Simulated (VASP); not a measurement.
Te: single point with r2SCAN

Te:

```
Te
1.0
     4.31182    0.00000    0.00000
    -2.15591    3.73414    0.00000
     0.00000    0.00000    5.96633
Te
3
Cartesian
  1.2275 0.0000 1.9888
  3.6981 1.0631 3.9776
  1.5421 2.6711 0.0000
```

```yaml
Program: VASP 6.6.1
Task: single point
Functional: r2SCAN
Potentials_or_basis: VASP PAW PBE potentials, release 64 (Te)
Cutoff: 520 eV
k_mesh: 9 × 9 × 6
Occupations: gaussian, width 0.1 eV
Spin: no spin polarisation
Further_INCAR_settings: ALGO = Normal; EDIFF = 1e-07
```

```yaml
Pressure: 2.0 GPa
Largest_force: 0.163 eV/Å
Band_gap_on_the_k_mesh: 0.14 eV, direct
```

Forces in eV/Å, atoms in the order of the input:
```
Te  -0.163  0.000  0.000
Te   0.082 -0.141  0.000
Te   0.082  0.141  0.000
```

Stress tensor (GPa, compression positive):
```
2.13 0.00 0.00
0.00 2.13 0.00
0.00 0.00 1.88
```

Levels at points of the mesh, in eV from the valence-band top:
| k point | band 7 | band 8 | band 9 | band 10 | band 11 | band 12 |
| --- | --- | --- | --- | --- | --- | --- |
| (0.00, 0.00, 0.00) | -1.85 | -1.85 | -1.27 | 1.05 | 1.05 | 1.84 |
| (0.00, 0.00, 0.50) | -1.41 | -0.92 | -0.92 | 0.27 | 0.52 | 0.52 |

Wall time 5.2 min on 1 thread of Intel(R) Xeon(R) 6975P-C (Granite Rapids), on a shared host, peak memory 0.33 GiB.

Caveat: the PAW data sets were made with another functional, which shifts forces and pressure a little; spin-orbit coupling is left out, which moves the levels of the heavy elements; an odd mesh through Γ misses points on the zone boundary, where band edges often lie. r2SCAN opens gaps a little over a GGA but as a rule still falls short of measured ones.
